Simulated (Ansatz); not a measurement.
**Fe: how the settings move a relaxation**

Question: which choices in the input matter for Fe?

This is Fe in the fcc structure; at room conditions it is bcc.

Program: Ansatz 0.2.0. Level of theory: reference: DFT, r2SCAN, PAW with Ansatz's default frozen-core files, scalar-relativistic. These are calculated values, not measurements.

## Step 1: The system as given

The structure is cubic, space group Fm-3m (No. 225). Conventional cell: a = 3.519 Å, b = 3.519 Å, c = 3.519 Å, α = 90.00°, β = 90.00°, γ = 90.00°. Fe (site symmetry m-3m) is surrounded by 12 Fe at 2.49 Å.

As a file:

```
CELL_PARAMETERS angstrom
0.00000 1.75957 1.75957
1.75957 0.00000 1.75957
1.75957 1.75957 0.00000
ATOMIC_POSITIONS crystal
Fe 0.00000 0.00000 0.00000
```

## Step 2: Reference

Contents of input.yaml:

```yaml
crystal:
  lattice:
    - [0.0, 1.7595652491, 1.7595652491]
    - [1.7595652491, 0.0, 1.7595652491]
    - [1.7595652491, 1.7595652491, 0.0]
  atoms:
    - { symbol: Fe, position: [0.0, 0.0, 0.0], spin: 3.0 }
magnetization:
  spin_polarized: true
kpoints:
  mp_grid: { grid: [16, 16, 16] }
scf:
  occupations: { method: fermi_dirac, width: 0.05 }
hamiltonian:
  xc: r2scan
  pseudopotentials: { kind: paw }
output:
  forces: true
  stress: true
  efg: { contact_densities: true }
relax:
  f_tol: 0.005
  max_steps: 80
  cell: {}
```

On the command line:

```sh
$ ansatz run input.yaml --threads 1 --pin off --max-ram 3072MiB --backend cpu --events-out ev --progress --plain --runs-dir out
```

## Step 3: Changed: dispersion d4

Changes to input.yaml since step 2:

```diff
@@ -16,2 +16,3 @@
   pseudopotentials: { kind: paw }
+  dispersion: d4
 output:
```

## Step 4: Changing settings: occupations.method cold, occupations.width 0.025, scf.algorithm direct_min

Changes to input.yaml since step 2:

```diff
@@ -12,3 +12,4 @@
 scf:
-  occupations: { method: fermi_dirac, width: 0.05 }
+  occupations: { method: cold, width: 0.025 }
+  algorithm: direct_min
 hamiltonian:
```

What does the calculation give? Wanted: for each run, ending; energy change; pressure; abs. moment; force.

As calculated:

| run | ending | energy change | pressure (GPa) | abs. moment (μB) | force (eV/Å) | cycles | time |
| --- | --- | --- | --- | --- | --- | --- | --- |
| reference | converged | 0 | 0.0 | 3.06 | 0.00 | 81 | 67 s |
| 1: dispersion d4 | converged | -113.6 meV/atom (offset of the dispersion model) | 0.0 | 3.05 | 0.00 | 73 | 65 s |
| 2: occupations.method cold, occupations.width 0.025, scf.algorithm direct_min | converged | -0.1 meV/atom (σ→0) | 0.0 | 3.07 | 0.00 | 71 | 79 s |

**Reading.** «occupations.method cold, occupations.width 0.025, scf.algorithm direct_min» moves the energy by -0.1 meV/atom.
